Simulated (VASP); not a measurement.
# CoO in VASP: a series of runs, part 2 of 2

VASP 6.6.1. The steps go on from the part before.

## 3. Single point, PBEsol, collinear spin, ferromagnetic start

This run uses another cell than the first one, of 17.08 Å³/atom, 1.216 times its volume.

Input file INCAR:

```
SYSTEM = CoO
  PREC = Accurate
  ENCUT = 460
  EDIFF = 1E-7
  ISMEAR = 1
  SIGMA = 0.02
  LREAL = .False.
  LASPH = .True.
  NELM = 120
  ALGO = Normal
  ISIF = 2
  LWAVE = .False.
  LCHARG = .False.
  ISPIN = 2
  MAGMOM = 2 2 2 2 2 2 0 0 0 0 0 0
  LORBIT = 11
  LMAXMIX = 4
  LDIPOL = .True.
  IDIPOL = 3
  DIPOL = 0.5 0.5 0.500
  GGA = PS
  NBANDS = 65
  LVHAR = .True.
  LVACPOTAV = .True.
```

Input file KPOINTS:

```
Automatic mesh
0
Gamma
  9 9 1
  0 0 0
```

Input file POSCAR:

```
CoO
1.0
    3.0160003058      0.0000000000      0.0000000000
    0.0000000000      3.0160003058      0.0000000000
    0.0000000000      0.0000000000     22.5362497745
Co O
6 6
Direct
    0.5000000000      0.5000000000      0.2662377308
    0.0000000000      0.0000000000      0.3597426385
    0.5000000000      0.5000000000      0.4532475462
    0.0000000000      0.0000000000      0.5467524538
    0.5000000000      0.5000000000      0.6402573615
    0.0000000000      0.0000000000      0.7337622692
    0.0000000000      0.0000000000      0.2662377308
    0.5000000000      0.5000000000      0.3597426385
    0.0000000000      0.0000000000      0.4532475462
    0.5000000000      0.5000000000      0.5467524538
    0.0000000000      0.0000000000      0.6402573615
    0.5000000000      0.5000000000      0.7337622692
```

Potentials or basis: VASP PAW PBE potentials, release 64 (Co, O).

Started as:

```
$ cat potpaw_PBE.64/Co/POTCAR potpaw_PBE.64/O/POTCAR > POTCAR
$ mpirun -np 1 vasp_std > vasp.out
```

OUTCAR:

```text
SYSTEM = CoO
   PREC = Accurate
   ENCUT = 460
   EDIFF = 1E-7
   ISMEAR = 1
   LREAL = .False.
   LASPH = .True.
   NELM = 120
   ISIF = 2
   ISPIN = 2
   LORBIT = 11
   GGA = PS

 Found     15 irreducible k-points:

 Following reciprocal coordinates:
            Coordinates               Weight
  0.000000  0.000000  0.000000      1.000000
  0.111111  0.000000  0.000000      4.000000
  0.222222  0.000000  0.000000      4.000000
  0.333333  0.000000  0.000000      4.000000
  0.444444  0.000000  0.000000      4.000000
  0.111111  0.111111  0.000000      4.000000
   k-points           NKPTS =     15   k-points in BZ     NKDIM =     15   number of bands    NBANDS=     65
   number of dos      NEDOS =    301   number of ions     NIONS =     12
   total plane-waves  NPLWV =  92160
   dimension x,y,z NGX =    24 NGY =   24 NGZ =  160
   dimension x,y,z NGXF=    48 NGYF=   48 NGZF=  320
   ions per type =               6   6
   NGX,Y,Z   is equivalent  to a cutoff of  13.23, 13.23, 11.80 a.u.
   NGXF,Y,Z  is equivalent  to a cutoff of  26.46, 26.46, 23.61 a.u.
 SYSTEM =  CoO
   PREC   = accura    normal or accurate (medium, high low for compatibility)
   ISTART =      0    job   : 0-new  1-cont  2-samecut
   ICHARG =      2    charge: 1-file 2-atom 10-const
   ISPIN  =      2    spin polarized calculation?
   LNONCOLLINEAR =      F non collinear calculations
   LSORBIT =      F    spin-orbit coupling
   LASPH  =      T    aspherical Exc in radial PAW
   ENCUT  =  460.0 eV  33.81 Ry    5.81 a.u.   5.27  5.27 39.41*2*pi/ulx,y,z
   NELM   =    120;   NELMIN=  2; NELMDL= -5     # of ELM steps
   EDIFF  = 0.1E-06   stopping-criterion for ELM
   LREAL  =      F    real-space projection
   EDIFFG = 0.1E-05   stopping-criterion for IOM
   NSW    =      0    number of steps for IOM
   IBRION =     -1    ionic relax: 0-MD 1-quasi-New 2-CG
   NFREE  =      0    steps in history (QN), initial steepest desc. (CG)
   ISIF   =      2    stress and relaxation
   ISYM   =      2    0-nonsym 1-usesym 2-fastsym
   POTIM  = 0.5000    time-step for ionic-motion
   TEBEG  =    0.0;   TEEND  =   0.0 temperature during run
   PSTRESS=    0.0 pullay stress
   NELECT =      90.0000    total number of electrons
   NUPDOWN=      -1.0000    fix difference up-down
   EMIN   =  10.00;   EMAX   =-10.00  energy-range for DOS
   EFERMI =   0.00;   METHOD = LEGACY
   ISMEAR =     1;   SIGMA  =   0.02  broadening in eV -4-tet -1-fermi 0-gaus
   EFERMI_NEDOS =   21; number of points for ismear=-14 and -15
   IALGO  =     38    algorithm
   IMIX   =      4    mixing-type and parameters
     AMIX     =   0.40;   BMIX     =  1.00
     AMIX_MAG =   1.60;   BMIX_MAG =  1.00
  volume/ion in A,a.u.               =      17.08       115.28
  Fermi-wavevector in a.u.,A,eV,Ry     =   1.244250  2.351291 21.063958  1.548157
  Thomas-Fermi vector in A             =   2.378525
   LORBIT       =     11    0 simple, 1 ext, 2 COOP (PROOUT), +10 PAW based schemes
   GGA     = PS    functional components
   LHFCALC =     F    Hartree Fock is set to
   AEXX    =    0.0000 exact exchange contribution
   IVDW    =     0    specifies the selected vdW correction
   LEPSILON=     F    determine dielectric tensor
   LRPA    =     F    only Hartree local field effects (RPA)
 spin polarized calculation
 Methfessel and Paxton  Order N= 1 SIGMA  =   0.02
  energy-cutoff  :      460.00
  volume of cell :      205.00
 maximum number of plane-waves:      4615
 NGX is ok and might be reduce to    24
   NGX = 11   NGY = 11   NGZ = 79

 dipolmoment           0.000000      0.000000     -0.000000 electrons x Angstroem

 number of electron      90.0000002 magnetization      17.8024816

 dipolmoment           0.000000      0.000000      0.000000 electrons x Angstroem

 Free energy of the ion-electron system (eV)
  ---------------------------------------------------
  ext. energy  EPLUGINS =         0.00000000
  ---------------------------------------------------
  free energy    TOTEN  =       -82.66383398 eV

  energy without entropy =      -82.66392560  energy(sigma->0) =      -82.66386452

 E-fermi :   2.6644     XC(G=0):  -7.7872

 val. band max:        2.6565655721   @ k =   0.4444   0.2222   0.0000
 cond. band min:       2.6658302576   @ k =   0.2222   0.1111   0.0000
 fundamental gap:      0.0092646855
 Fermi energy:         2.6643930949

 spin component 1

 k-point     1 :       0.0000    0.0000    0.0000
  band No.  band energies     occupation
      1     -17.5323      1.00000
      2     -17.2449      1.00000
      3     -16.8662      1.00000
      4     -16.5156      1.00000
      5     -16.1841      1.00000
      6     -16.1669      1.00000
[... 49 lines left out ...]
     56       3.7649      0.00000
     57       4.9050      0.00000

 k-point     2 :       0.1111    0.0000    0.0000
  band No.  band energies     occupation
      1     -17.4488      1.00000
      2     -17.1690      1.00000
      3     -16.8041      1.00000
      4     -16.4724      1.00000
      5     -16.1406      1.00000
      6     -16.1285      1.00000
[... 234 lines left out ...]
      1     -17.3699      1.00000
      2     -17.0980      1.00000
      3     -16.7467      1.00000
      4     -16.4343      1.00000
      5     -16.1009      1.00000
      6     -16.0929      1.00000
[... 49 lines left out ...]
     56       4.5860      0.00000
     57       5.4308      0.00000

 [... further k-points ...]

 spin component 2

 k-point     1 :       0.0000    0.0000    0.0000
  band No.  band energies     occupation
      1     -16.9466      1.00000
      2     -16.6498      1.00000
      3     -16.2696      1.00000
      4     -15.9077      1.00000
      5     -15.6089      1.00000
      6     -15.5672      1.00000
[... 49 lines left out ...]
     56       4.3843      0.00000
     57       5.5330      0.00000

 k-point     2 :       0.1111    0.0000    0.0000
  band No.  band energies     occupation
      1     -16.8602      1.00000
      2     -16.5707      1.00000
      3     -16.2039      1.00000
      4     -15.8594      1.00000
      5     -15.5677      1.00000
      6     -15.5348      1.00000
[... 234 lines left out ...]
      1     -16.7783      1.00000
      2     -16.4965      1.00000
      3     -16.1425      1.00000
      4     -15.8159      1.00000
      5     -15.5300      1.00000
      6     -15.5047      1.00000
[... 49 lines left out ...]
     56       5.2722      0.00000
     57       6.0263      0.00000

 [... further k-points ...]

 [bands above 57 left out]

------------------------ aborting loop because EDIFF is reached ----------------------------------------

  FORCE on cell =-STRESS in cart. coord.  units (eV):
  Direction    XX          YY          ZZ          XY          YZ          ZX
  --------------------------------------------------------------------------------------
  -------------------------------------------------------------------------------------
  Total      -12.8034632    -12.8034632     -6.9634081      0.0000000      0.0000000      0.0000000
  in kB     -100.0676338   -100.0676338    -54.4236949      0.0000000      0.0000000      0.0000000
  external PRESSURE =     -84.8529875 kB  Pullay stress =       0.0000000 kB

 VOLUME and BASIS-vectors are now :
 -----------------------------------------------------------------------------
  energy-cutoff  :      460.00
  volume of cell :      205.00
      direct lattice vectors                 reciprocal lattice vectors
     3.016000306  0.000000000  0.000000000     0.331564953  0.000000000  0.000000000
     0.000000000  3.016000306  0.000000000     0.000000000  0.331564953  0.000000000
     0.000000000  0.000000000 22.536249774     0.000000000  0.000000000  0.044372955

 POSITION                                       TOTAL-FORCE (eV/Angst)
 -----------------------------------------------------------------------------------
      1.50800      1.50800      6.00000        -0.000000     -0.000000      0.790720
      0.00000      0.00000      8.10725        -0.000000     -0.000000     -0.273608
      1.50800      1.50800     10.21450         0.000000     -0.000000      0.057427
      0.00000      0.00000     12.32175        -0.000000     -0.000000     -0.057427
      1.50800      1.50800     14.42900         0.000000     -0.000000      0.273608
      0.00000      0.00000     16.53625         0.000000      0.000000     -0.790720
      0.00000      0.00000      6.00000         0.000000     -0.000000     -0.018144
      1.50800      1.50800      8.10725         0.000000     -0.000000     -0.091603
      0.00000      0.00000     10.21450         0.000000     -0.000000      0.075159
      1.50800      1.50800     12.32175         0.000000      0.000000     -0.075159
      0.00000      0.00000     14.42900        -0.000000     -0.000000      0.091603
      1.50800      1.50800     16.53625        -0.000000     -0.000000      0.018144
 -----------------------------------------------------------------------------------
    total drift:                                0.000000     -0.000000      0.000000

  FREE ENERGIE OF THE ION-ELECTRON SYSTEM (eV)
  ---------------------------------------------------
  free  energy   TOTEN  =       -82.6638339784 eV

  energy  without entropy=      -82.6639256012  energy(sigma->0) =      -82.66386452

 vacuum level on the upper side and lower side of the slab         6.671         6.671

 total charge

# of ion       s       p       d       tot
------------------------------------------
    1        0.284   0.313   7.132   7.729
    2        0.303   0.372   7.134   7.809
    3        0.300   0.367   7.146   7.813
    4        0.300   0.367   7.146   7.813
    5        0.303   0.372   7.134   7.809
    6        0.284   0.313   7.132   7.729
    7        1.559   3.360   0.000   4.919
    8        1.558   3.405   0.000   4.963
    9        1.558   3.407   0.000   4.965
   10        1.558   3.407   0.000   4.965
   11        1.558   3.405   0.000   4.963
   12        1.559   3.360   0.000   4.919
--------------------------------------------------
tot         11.125  22.448  42.824  76.397

 magnetization (x)

# of ion       s       p       d       tot
------------------------------------------
    1        0.026   0.022   2.448   2.497
    2        0.019   0.015   2.579   2.613
    3        0.021   0.018   2.565   2.603
    4        0.021   0.018   2.565   2.603
    5        0.019   0.015   2.579   2.613
    6        0.026   0.022   2.448   2.497
    7        0.023   0.260   0.000   0.283
    8        0.031   0.327   0.000   0.358
    9        0.030   0.313   0.000   0.343
   10        0.030   0.313   0.000   0.343
   11        0.031   0.327   0.000   0.358
   12        0.023   0.260   0.000   0.283
--------------------------------------------------
tot          0.298   1.911  15.184  17.393
```

It took 12 min on 1 thread of Intel Xeon 6975P-C (Granite Rapids), shared host; peak memory 0.48 GiB.

These settings aren't checked as converged: the numbers below hold their error.

What came out:

| Item | Value |
| --- | --- |
| Free energy | -82.6638 eV |
| Largest force | 0.791 eV/Å |
| Band gap on the k mesh | none (metal or under the smearing width) |
| Net moment | 17.80 μB per cell |
| Site moments | Co +2.50, +2.61, +2.60; O +0.28, +0.36, +0.34 μB |
| Valence electrons inside the program's atomic spheres | Co 7.73, 7.81; O 4.92, 4.96 |
| Work function of the upper face | 4.01 eV |
| Work function of the lower face | 4.01 eV |

Caveat: the cutoff is under 1.25 times the usual one of these potentials, so pressure, stress and relaxed cells hold a basis-set (Pulay) error; the PAW data sets were made with another functional, which shifts forces and pressure a little; semilocal functionals often make such compounds metallic where correlation or magnetic order opens a gap, which also shifts bond lengths.
